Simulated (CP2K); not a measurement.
# PBE/SZV on HfS2: a test of settings

Aim: start from a run with usual settings and see what each changed setting does to the results.

Method: PBE/SZV, atoms fixed, no spin polarisation, in CP2K 2026.2.

## 1. The starting structure

Symmetry: P-3m1, No. 164, trigonal system. Conventional cell: a = 3.630 Å, b = 3.630 Å, c = 5.878 Å, α = 90.00°, β = 90.00°, γ = 120.00°. Hf (site symmetry -3m) has 6 S at 2.54 Å as nearest neighbours. S (site symmetry 3m) has 3 Hf at 2.54 Å as nearest neighbours.

As a file:

```
Hf S
1.0
     3.63030    0.00000    0.00000
    -1.81515    3.14393    0.00000
     0.00000    0.00000    5.87836
Hf S
1 2
Direct
  0.00000 0.00000 0.00000
  0.33333 0.66667 0.24463
  0.66667 0.33333 0.75537
```

The structure type (1T (CdI2) bulk) is imposed and need not be the compound's stable one.

## 2. The reference run

A small atomic basis brings errors of its own in gap and pressure, and the grid adds noise to the pressure.

Input file run.inp:

```
&GLOBAL
 PROJECT run
 RUN_TYPE ENERGY_FORCE
 PRINT_LEVEL LOW
&END GLOBAL
&FORCE_EVAL
 METHOD QS
 STRESS_TENSOR ANALYTICAL
 &DFT
  BASIS_SET_FILE_NAME BASIS_MOLOPT
  POTENTIAL_FILE_NAME GTH_POTENTIALS
  &QS
   EXTRAPOLATION USE_GUESS
  &END QS
  &MGRID
   CUTOFF 350
   REL_CUTOFF 50
  &END MGRID
  &XC
   &XC_FUNCTIONAL PBE
   &END XC_FUNCTIONAL
  &END XC
  &KPOINTS
   SCHEME MONKHORST-PACK 5 5 3
   SYMMETRY F
   FULL_GRID F
  &END KPOINTS
  &SCF
   ADDED_MOS 9
   EPS_SCF 1e-6
   MAX_SCF 80
   &DIAGONALIZATION
   &END DIAGONALIZATION
   &MIXING
    METHOD BROYDEN_MIXING
    ALPHA 0.3
   &END MIXING
   &SMEAR
    METHOD FERMI_DIRAC
    ELECTRONIC_TEMPERATURE [K] 232
   &END SMEAR
   &PRINT
    &ITERATION_INFO
    &END ITERATION_INFO
   &END PRINT
  &END SCF
  &PRINT
   &BAND_STRUCTURE
    FILE_NAME bands.bs
    ADDED_MOS 6
    &KPOINT_SET
     UNITS B_VECTOR
     SPECIAL_POINT 0.00000000 0.00000000 0.00000000
     NPOINTS 0
    &END KPOINT_SET
    &KPOINT_SET
     UNITS B_VECTOR
     SPECIAL_POINT 0.50000000 0.00000000 0.00000000
     NPOINTS 0
    &END KPOINT_SET
    &KPOINT_SET
     UNITS B_VECTOR
     SPECIAL_POINT 0.33333333 0.33333333 0.00000000
     NPOINTS 0
    &END KPOINT_SET
    &KPOINT_SET
     UNITS B_VECTOR
     SPECIAL_POINT 0.00000000 0.00000000 0.50000000
     NPOINTS 0
    &END KPOINT_SET
    &KPOINT_SET
     UNITS B_VECTOR
     SPECIAL_POINT 0.50000000 0.00000000 0.50000000
     NPOINTS 0
    &END KPOINT_SET
    &KPOINT_SET
     UNITS B_VECTOR
     SPECIAL_POINT 0.33333333 0.33333333 0.50000000
     NPOINTS 0
    &END KPOINT_SET
    &KPOINT_SET
     UNITS B_VECTOR
     SPECIAL_POINT -0.08333300 0.00260400 0.00260400
     NPOINTS 0
    &END KPOINT_SET
    &KPOINT_SET
     UNITS B_VECTOR
     SPECIAL_POINT 0.00000000 0.50000000 0.50000000
     NPOINTS 0
    &END KPOINT_SET
    &KPOINT_SET
     UNITS B_VECTOR
     SPECIAL_POINT 0.00000000 0.25000000 0.25000000
     NPOINTS 0
    &END KPOINT_SET
   &END BAND_STRUCTURE
  &END PRINT
 &END DFT
 &SUBSYS
  &CELL
   A 3.63029595 0.00000000 0.00000000
   B -1.81514798 3.14392852 0.00000000
   C -0.00000000 -0.00000000 5.87835817
  &END CELL
  &COORD
   SCALED
   Hf 0.00000000 -0.00000000 -0.00000000
   S 0.33333333 0.66666667 0.24462797
   S 0.66666667 0.33333333 0.75537203
  &END COORD
  &KIND Hf
   BASIS_SET SZV-MOLOPT-SR-GTH
   POTENTIAL GTH-PBE
  &END KIND
  &KIND S
   BASIS_SET SZV-MOLOPT-SR-GTH
   POTENTIAL GTH-PBE
  &END KIND
 &END SUBSYS
 &PRINT
  &STRESS_TENSOR
  &END STRESS_TENSOR
  &FORCES
  &END FORCES
 &END PRINT
&END FORCE_EVAL
```

Started as:

```sh
$ cp2k.psmp -i run.inp
```

The log of the run (excerpt; [...] marks lines left out):

```text
[...]
 CP2K| version string:                                       CP2K version 2026.2
[...]
                             - Atoms:                                          3
[...]
                             - Spherical basis functions:                     18
[...]
 Number of electrons:                                                         24
[...]
     1 NoMix/Diag. 0.30E+00    0.3     1.26595597       -69.3368889024 -6.93E+01
[...]
    11 Broy./Diag. 0.30E+00    0.4     0.00000010       -69.4595781571  4.98E-06
  *** SCF run converged in    11 steps ***
[...]
  Overlap energy of the core charge distribution:               0.00000000061095
  Self energy of the core charge distribution:               -120.89776790309064
  Core Hamiltonian energy:                                     28.80883106608209
  Hartree energy:                                              33.67281166358529
  Exchange-correlation energy:                                -11.04345298425029
  Electronic entropic energy:                                  -0.00000000000259
  Fermi energy:                                                 0.29339490465230
  Total energy:                                               -69.45957815706521
  Total energy (extrapolated to T->0):                        -69.45957815706392
[...]
 ENERGY| Total FORCE_EVAL ( QS ) energy [hartree]            -69.459574616284883
 FORCES| Atomic forces [hartree/bohr]
 FORCES|   Atom     x               y               z               |f|
 FORCES|      1  6.80918960E-14 -6.10132162E-10 -1.16733212E-10   6.21198762E-10
 FORCES|      2  1.16519634E-08 -2.17200426E-08 -3.51856607E-02   3.51856607E-02
 FORCES|      3 -1.16519644E-08  2.23303176E-08  3.51856608E-02   3.51856608E-02
 FORCES| Sum     6.71701512E-14  1.42908090E-13 -2.75682255E-14
 FORCES| Total atomic force                                       1.60295223E-13
 STRESS| Analytical stress tensor [bar]
 STRESS|                        x                   y                   z
 STRESS|      x       -9.88055822220E+04   5.17626885299E-01   3.89295755734E-02
 STRESS|      y        5.17626885299E-01  -9.88051488846E+04  -2.65776355383E-03
 STRESS|      z        3.89295755734E-02  -2.65776355383E-03  -1.01850070868E+05
 STRESS| 1/3 Trace                                            -9.98202673249E+04
 STRESS| Determinant                                          -9.94311343515E+14
[...]
```

Wall time 6.2 s (2 threads of Arm Neoverse N1, shared host); peak memory 0.22 GiB.

Gap 0.73 eV; pressure -10.0 GPa.

## 3. Change: XC_FUNCTIONAL = BP

run.inp, as its differences from that of step 2:

```diff
@@ -19,3 +19,3 @@
   &XC
-   &XC_FUNCTIONAL PBE
+   &XC_FUNCTIONAL BP
    &END XC_FUNCTIONAL
```

Started as:

```sh
$ cp2k.psmp -i run.inp
```

The log of the run (excerpt; [...] marks lines left out):

```text
[...]
 CP2K| version string:                                       CP2K version 2026.2
[...]
                             - Atoms:                                          3
[...]
                             - Spherical basis functions:                     18
[...]
 Number of electrons:                                                         24
[...]
     1 NoMix/Diag. 0.30E+00    0.3     1.26705557       -69.4367046949 -6.94E+01
[...]
    11 Broy./Diag. 0.30E+00    0.4     0.00000010       -69.5591290885  5.26E-06
  *** SCF run converged in    11 steps ***
[...]
  Overlap energy of the core charge distribution:               0.00000000061095
  Self energy of the core charge distribution:               -120.89776790309064
  Core Hamiltonian energy:                                     28.80983058488949
  Hartree energy:                                              33.67193681828371
  Exchange-correlation energy:                                -11.14312858921729
  Electronic entropic energy:                                  -0.00000000000311
  Fermi energy:                                                 0.28945350185029
  Total energy:                                               -69.55912908852689
  Total energy (extrapolated to T->0):                        -69.55912908852532
[...]
 ENERGY| Total FORCE_EVAL ( QS ) energy [hartree]            -69.559124233922972
 FORCES| Atomic forces [hartree/bohr]
 FORCES|   Atom     x               y               z               |f|
 FORCES|      1  4.75114175E-14 -6.06536436E-10 -1.07758110E-10   6.16034302E-10
 FORCES|      2  1.16167814E-08 -2.17570917E-08 -3.49611824E-02   3.49611824E-02
 FORCES|      3 -1.16167826E-08  2.23639859E-08  3.49611825E-02   3.49611825E-02
 FORCES| Sum     4.63044709E-14  3.57812019E-13 -7.39130979E-14
 FORCES| Total atomic force                                       3.68288869E-13
 STRESS| Analytical stress tensor [bar]
 STRESS|                        x                   y                   z
 STRESS|      x       -9.32785817597E+04   5.34905614534E-01   4.12485414599E-02
 STRESS|      y        5.34905614534E-01  -9.32781286003E+04  -4.20644477096E-03
 STRESS|      z        4.12485414599E-02  -4.20644477096E-03  -9.81887472823E+04
 STRESS| 1/3 Trace                                            -9.49151525474E+04
 STRESS| Determinant                                          -8.54325713468E+14
[...]
```

It took 6.1 s on 2 threads of Arm Neoverse N1, shared host; peak memory 0.23 GiB.

Totals of another method or basis aren't compared here.

## 4. Change: KPOINTS = 3x3x3

run.inp, as its differences from that of step 3:

```diff
@@ -19,3 +19,3 @@
   &XC
-   &XC_FUNCTIONAL BP
+   &XC_FUNCTIONAL PBE
    &END XC_FUNCTIONAL
@@ -23,3 +23,3 @@
   &KPOINTS
-   SCHEME MONKHORST-PACK 5 5 3
+   SCHEME MONKHORST-PACK 3 3 3
    SYMMETRY F
```

Started as:

```sh
$ cp2k.psmp -i run.inp
```

The log of the run (excerpt; [...] marks lines left out):

```text
[...]
 CP2K| version string:                                       CP2K version 2026.2
[...]
                             - Atoms:                                          3
[...]
                             - Spherical basis functions:                     18
[...]
 Number of electrons:                                                         24
[...]
     1 NoMix/Diag. 0.30E+00    0.2     2.03971195       -69.3368889024 -6.93E+01
[...]
    11 Broy./Diag. 0.30E+00    0.4     0.00000083       -69.4552606666  1.84E-05
  *** SCF run converged in    11 steps ***
[...]
  Overlap energy of the core charge distribution:               0.00000000061095
  Self energy of the core charge distribution:               -120.89776790309064
  Core Hamiltonian energy:                                     28.82732132280437
  Hartree energy:                                              33.66369767415753
  Exchange-correlation energy:                                -11.04851176103937
  Electronic entropic energy:                                  -0.00000000000135
  Fermi energy:                                                 0.29604695039831
  Total energy:                                               -69.45526066655850
  Total energy (extrapolated to T->0):                        -69.45526066655783
[...]
 ENERGY| Total FORCE_EVAL ( QS ) energy [hartree]            -69.455255847980879
 FORCES| Atomic forces [hartree/bohr]
 FORCES|   Atom     x               y               z               |f|
 FORCES|      1 -4.02796992E-14 -1.19750837E-09 -1.28885425E-09   1.75930997E-09
 FORCES|      2  1.31805020E-08 -2.59596271E-08 -3.93768044E-02   3.93768044E-02
 FORCES|      3 -1.31805065E-08  2.71573531E-08  3.93768057E-02   3.93768057E-02
 FORCES| Sum    -4.47480875E-14  2.17593156E-13 -1.29965483E-14
 FORCES| Total atomic force                                       2.22526590E-13
 STRESS| Analytical stress tensor [bar]
 STRESS|                        x                   y                   z
 STRESS|      x       -9.31540943049E+04   5.17823150448E-01   4.54246833091E-02
 STRESS|      y        5.17823150448E-01  -9.31536512812E+04  -2.54044506624E-02
 STRESS|      z        4.54246833091E-02  -2.54044506624E-02  -1.15200171009E+05
 STRESS| 1/3 Trace                                            -1.00502638865E+05
 STRESS| Determinant                                          -9.99666074598E+14
[...]
```

Wall time 5.6 s (2 threads of Arm Neoverse N1, shared host); peak memory 0.22 GiB.

Against the reference run the gap moves by -0.05 eV and the energy by +39.2 meV/atom.

## 5. Change: EPS_SCF = 1e-4

run.inp, as its differences from that of step 4:

```diff
@@ -23,3 +23,3 @@
   &KPOINTS
-   SCHEME MONKHORST-PACK 3 3 3
+   SCHEME MONKHORST-PACK 5 5 3
    SYMMETRY F
@@ -29,3 +29,3 @@
    ADDED_MOS 9
-   EPS_SCF 1e-6
+   EPS_SCF 1e-4
    MAX_SCF 80
```

Started as:

```sh
$ cp2k.psmp -i run.inp
```

The log of the run (excerpt; [...] marks lines left out):

```text
[...]
 CP2K| version string:                                       CP2K version 2026.2
[...]
                             - Atoms:                                          3
[...]
                             - Spherical basis functions:                     18
[...]
 Number of electrons:                                                         24
[...]
     1 NoMix/Diag. 0.30E+00    0.3     1.26595597       -69.3368889024 -6.93E+01
[...]
     7 Broy./Diag. 0.30E+00    0.4     0.00007825       -69.4597786234  1.16E-04
  *** SCF run converged in     7 steps ***
[...]
  Overlap energy of the core charge distribution:               0.00000000061095
  Self energy of the core charge distribution:               -120.89776790309064
  Core Hamiltonian energy:                                     28.80875159707002
  Hartree energy:                                              33.67294955300200
  Exchange-correlation energy:                                -11.04371187103174
  Electronic entropic energy:                                  -0.00000000000259
  Fermi energy:                                                 0.29344598985353
  Total energy:                                               -69.45977862344199
  Total energy (extrapolated to T->0):                        -69.45977862344070
[...]
 ENERGY| Total FORCE_EVAL ( QS ) energy [hartree]            -69.459574608106067
 FORCES| Atomic forces [hartree/bohr]
 FORCES|   Atom     x               y               z               |f|
 FORCES|      1  5.14402776E-14 -6.09781896E-10 -1.12688262E-10   6.20106932E-10
 FORCES|      2  1.16508006E-08 -2.17211972E-08 -3.52055423E-02   3.52055423E-02
 FORCES|      3 -1.16508004E-08  2.23310902E-08  3.52055424E-02   3.52055424E-02
 FORCES| Sum     5.16382886E-14  1.11096401E-13 -1.34295353E-13
 FORCES| Total atomic force                                       1.81780540E-13
 STRESS| Analytical stress tensor [bar]
 STRESS|                        x                   y                   z
 STRESS|      x       -9.88517572213E+04   5.17607102248E-01   3.89232501313E-02
 STRESS|      y        5.17607102248E-01  -9.88513239060E+04  -2.65473974847E-03
 STRESS|      z        3.89232501313E-02  -2.65473974847E-03  -1.01912770795E+05
 STRESS| 1/3 Trace                                            -9.98719506407E+04
 STRESS| Determinant                                          -9.95853590028E+14
[...]
```

Run time: 4.5 s. Hardware: 2 threads of Arm Neoverse N1, shared host; peak memory 0.22 GiB.

Against the reference run the gap moves by 0.00 eV and the energy by 0.0 meV/atom.

## 6. Change: EPS_SCF = 1e-9

run.inp, as its differences from that of step 5:

```diff
@@ -29,3 +29,3 @@
    ADDED_MOS 9
-   EPS_SCF 1e-4
+   EPS_SCF 1e-9
    MAX_SCF 80
```

Started as:

```sh
$ cp2k.psmp -i run.inp
```

The log of the run (excerpt; [...] marks lines left out):

```text
[...]
 CP2K| version string:                                       CP2K version 2026.2
[...]
                             - Atoms:                                          3
[...]
                             - Spherical basis functions:                     18
[...]
 Number of electrons:                                                         24
[...]
     1 NoMix/Diag. 0.30E+00    0.3     1.26595597       -69.3368889024 -6.93E+01
[...]
    15 Broy./Diag. 0.30E+00    0.4     5.2740E-10       -69.4595746174  7.83E-09
  *** SCF run converged in    15 steps ***
[...]
  Overlap energy of the core charge distribution:               0.00000000061095
  Self energy of the core charge distribution:               -120.89776790309064
  Core Hamiltonian energy:                                     28.80883114874270
  Hartree energy:                                              33.67281467667312
  Exchange-correlation energy:                                -11.04345254037941
  Electronic entropic energy:                                  -0.00000000000259
  Fermi energy:                                                 0.29339481431667
  Total energy:                                               -69.45957461744588
  Total energy (extrapolated to T->0):                        -69.45957461744459
[...]
 ENERGY| Total FORCE_EVAL ( QS ) energy [hartree]            -69.459574616284954
 FORCES| Atomic forces [hartree/bohr]
 FORCES|   Atom     x               y               z               |f|
 FORCES|      1 -3.09382516E-14 -6.10050916E-10 -1.16654639E-10   6.21104199E-10
 FORCES|      2  1.16520169E-08 -2.17200760E-08 -3.51856560E-02   3.51856560E-02
 FORCES|      3 -1.16520152E-08  2.23303464E-08  3.51856562E-02   3.51856562E-02
 FORCES| Sum    -2.92333076E-14  2.19454317E-13  1.23949462E-13
 FORCES| Total atomic force                                       2.53728699E-13
 STRESS| Analytical stress tensor [bar]
 STRESS|                        x                   y                   z
 STRESS|      x       -9.88056094236E+04   5.17626593185E-01   3.89297905164E-02
 STRESS|      y        5.17626593185E-01  -9.88051760863E+04  -2.65790742973E-03
 STRESS|      z        3.89297905164E-02  -2.65790742973E-03  -1.01850057125E+05
 STRESS| 1/3 Trace                                            -9.98202808783E+04
 STRESS| Determinant                                          -9.94311756827E+14
[...]
```

It took 8 s on 2 threads of Arm Neoverse N1, shared host; peak memory 0.22 GiB.

Against the reference run the gap moves by 0.00 eV and the energy by 0.0 meV/atom.

## 7. Change: REL_CUTOFF = 80

run.inp, as its differences from that of step 6:

```diff
@@ -16,3 +16,3 @@
    CUTOFF 350
-   REL_CUTOFF 50
+   REL_CUTOFF 80
   &END MGRID
@@ -29,3 +29,3 @@
    ADDED_MOS 9
-   EPS_SCF 1e-9
+   EPS_SCF 1e-6
    MAX_SCF 80
```

Started as:

```sh
$ cp2k.psmp -i run.inp
```

The log of the run (excerpt; [...] marks lines left out):

```text
[...]
 CP2K| version string:                                       CP2K version 2026.2
[...]
                             - Atoms:                                          3
[...]
                             - Spherical basis functions:                     18
[...]
 Number of electrons:                                                         24
[...]
     1 NoMix/Diag. 0.30E+00    0.4     1.26595584       -69.3368890259 -6.93E+01
[...]
    11 Broy./Diag. 0.30E+00    0.6     0.00000010       -69.4595782751  4.98E-06
  *** SCF run converged in    11 steps ***
[...]
  Overlap energy of the core charge distribution:               0.00000000061095
  Self energy of the core charge distribution:               -120.89776790309064
  Core Hamiltonian energy:                                     28.80883100975966
  Hartree energy:                                              33.67281146913255
  Exchange-correlation energy:                                -11.04345285155064
  Electronic entropic energy:                                  -0.00000000000260
  Fermi energy:                                                 0.29339487291667
  Total energy:                                               -69.45957827514071
  Total energy (extrapolated to T->0):                        -69.45957827513942
[...]
 ENERGY| Total FORCE_EVAL ( QS ) energy [hartree]            -69.459574734299679
 FORCES| Atomic forces [hartree/bohr]
 FORCES|   Atom     x               y               z               |f|
 FORCES|      1  4.95750269E-14 -6.10123096E-10 -1.16585219E-10   6.21162062E-10
 FORCES|      2  2.34812415E-09 -1.63484690E-08 -3.51856750E-02   3.51856750E-02
 FORCES|      3 -2.34812375E-09  1.69587428E-08  3.51856751E-02   3.51856751E-02
 FORCES| Sum     4.99803648E-14  1.50676074E-13  1.18426102E-13
 FORCES| Total atomic force                                       1.98055694E-13
 STRESS| Analytical stress tensor [bar]
 STRESS|                        x                   y                   z
 STRESS|      x       -9.88043794983E+04  -2.18357003643E-03   8.22920984850E-03
 STRESS|      y       -2.18357003643E-03  -9.88045463854E+04   1.50669950423E-02
 STRESS|      z        8.22920984850E-03   1.50669950423E-02  -1.01850141402E+05
 STRESS| 1/3 Trace                                            -9.98196890953E+04
 STRESS| Determinant                                          -9.94293865645E+14
[...]
```

Wall time 8.2 s (2 threads of Arm Neoverse N1, shared host); peak memory 0.22 GiB.

Against the reference run the gap moves by 0.00 eV and the energy by 0.0 meV/atom.

## 8. Change: BASIS_SET = DZVP-MOLOPT-GTH

run.inp, as its differences from that of step 7:

```diff
@@ -16,3 +16,3 @@
    CUTOFF 350
-   REL_CUTOFF 80
+   REL_CUTOFF 50
   &END MGRID
@@ -111,3 +111,3 @@
   &KIND Hf
-   BASIS_SET SZV-MOLOPT-SR-GTH
+   BASIS_SET DZVP-MOLOPT-GTH
    POTENTIAL GTH-PBE
@@ -115,3 +115,3 @@
   &KIND S
-   BASIS_SET SZV-MOLOPT-SR-GTH
+   BASIS_SET DZVP-MOLOPT-GTH
    POTENTIAL GTH-PBE
```

Started as:

```sh
$ cp2k.psmp -i run.inp
```

The log of the run:

```text
[... start of the log left out ...]
 * /| |                                                                        *
 *******************************************************************************

 ===== Routine Calling Stack =====

            3 read_qs_kind
            2 create_qs_kind_set
            1 CP2K

Program received signal SIGABRT: Process abort signal.

Backtrace for this error:
#0  0x4ebe0e71f957 in ???
#1  0x4ebe2efd4cac in __pthread_kill_implementation
#2  0x4ebe2ef7bfb7 in raise
#3  0x4ebe2ef65d37 in abort
#4  0x4ebe0edf2d83 in ???
#5  0x4ebe0edf4297 in ???
#6  0x4ebe0ed4551b in ???
#7  0x4ebe0ea2c01b in ???
#8  0x4ebe0ea34daf in ???
#9  0x4ebe0eb07903 in ???
#10  0x4ebe0e9c3803 in ???
#11  0x4ebe0e7c546f in ???
#12  0x4ebe0f0a6783 in ???
#13  0x4ebe0f0a9d0b in ???
#14  0x4ebe0e7c0db3 in ???
#15  0x4ebe0e7bef13 in ???
#16  0x4ebe2ef66573 in __libc_start_call_main
#17  0x4ebe2ef66657 in __libc_start_main_impl
#18  0x4ebe0e7bf06f in ???
#19  0xffffffffffffffff in ???
```

Wall time 0.42 s (2 threads of Arm Neoverse N1, shared host); peak memory 0.13 GiB.

The program refused the job.

## 9. What moved

| change | ends | gap (eV) | energy (meV/atom) | pressure (GPa) | time |
| --- | --- | --- | --- | --- | --- |
| none | converged | 0.73 | 0 | -10.0 | 6.2 s |
| XC_FUNCTIONAL = BP | converged | -0.01 | – | +0.5 | 6.1 s |
| KPOINTS = 3x3x3 | converged | -0.05 | +39.2 | -0.1 | 5.6 s |
| EPS_SCF = 1e-4 | converged | 0.00 | 0.0 | 0.0 | 4.5 s |
| EPS_SCF = 1e-9 | converged | 0.00 | 0.0 | 0.0 | 8 s |
| REL_CUTOFF = 80 | converged | 0.00 | 0.0 | 0.0 | 8.2 s |
| BASIS_SET = DZVP-MOLOPT-GTH | refused | – | – | – | 0.42 s |

The first row holds values, the others changes from it. Keys are the program's: temperature in eV (tblite) or K (CP2K), cutoffs in Ry, CUTOFP in Å. Among the numerical settings, KPOINTS = 3x3x3 moves the energy most (+39.2 meV/atom). 1 of the 6 changes gave no result. The changed runs test settings; they are no properties of the crystal.
